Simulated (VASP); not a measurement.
Si4W:

```
Si W
1.0
     4.45398    0.00000    0.00000
    -2.22699    3.85726    0.00000
     0.00000    0.00000    4.53140
Si W
4 1
Direct
  0.33333 0.66667 0.81797
  0.33333 0.66667 0.18203
  0.66667 0.33333 0.18203
  0.66667 0.33333 0.81797
  0.00000 0.00000 0.00000
```

The cell was built by a generator and needn't be a form met in nature.

Program: VASP 6.6.1. Alike in all runs: potentials or basis VASP PAW PBE potentials, release 64 (Si, W_sv); cell as given; cutoff (eV) 520.

Order these runs on this cell by their pressure, lowest first.
A. level PBE; spin off; k mesh 7 × 7 × 6; smearing fermi-dirac 0.05 eV
B. level PBE+TS; spin SOC, no magnetisation; k mesh 5 × 5 × 5; smearing gaussian 0.05 eV
C. level RPBE+D4+U; spin off; U W d U = 8 eV; k mesh 7 × 7 × 6; smearing gaussian 0.1 eV

B (47.7 GPa), C (51.5 GPa), A (54.6 GPa).

Caveats: a pressure of tens of GPa on the cell as given is suspect, and the run, the potentials or the cell itself is likely at fault; the PAW data sets were made with another functional, which shifts forces and pressure a little (some runs); U without spin polarisation on a metal has little footing (some runs); pairwise dispersion overbinds metals, which lowers pressure and volume (some runs); the U is typed as a test and isn't derived for this compound (some runs).
